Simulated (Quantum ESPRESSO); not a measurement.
## Ag: equation of state with r2SCAN

Crystal: Ag.

```xyz
4
Lattice="2.8862 0.0000 0.0000 -1.4431 2.4995 0.0000 0.0000 0.0000 10.0000" Properties=species:S:1:pos:R:3 pbc="T T T"
Ag    0.0000    0.0000    5.0000
Ag    0.0000    0.0000    0.0000
Ag    1.4431    0.8332    7.5000
Ag    0.0000    1.6663    2.5000
```

This isn't the form of Ag at room conditions, which is fcc.

- Program: Quantum ESPRESSO 7.5
- Task: equation of state
- Functional: r2SCAN
- Potentials or basis: SG15 PBE 1.2
- Cutoff: 952 eV
- Density cutoff: 3810 eV
- k mesh: 4 × 4 × 1
- Occupations: fermi-dirac, width 0.05 eV
- Spin: no spin polarisation

```json
{
  "Equilibrium volume": "17.18 Å³/atom",
  "Bulk modulus at fixed shape and positions": "99 GPa",
  "Pressure derivative of the bulk modulus": "5.2 (rough: it moves with the points fitted)"
}
```

Energy against volume, from the lowest point:
```csv
volume (Å³/atom),energy (meV/atom)
16.953,0.71
17.314,0.00
17.675,3.87
18.035,11.63
18.396,22.80
18.757,37.01
19.117,53.92
```

All runs of the series together: 6.8 min on 2 threads of Intel(R) Xeon(R) 6975P-C (Granite Rapids) (shared host).

Caveat: the k mesh is coarse (spacing up to 0.63 Å⁻¹), so the values aren't converged; the potentials were made for another functional, which shifts forces and pressure; the cell was scaled at fixed shape and fractional positions, which overstates the stiffness of a crystal with free parameters, most of all of layers and chains.
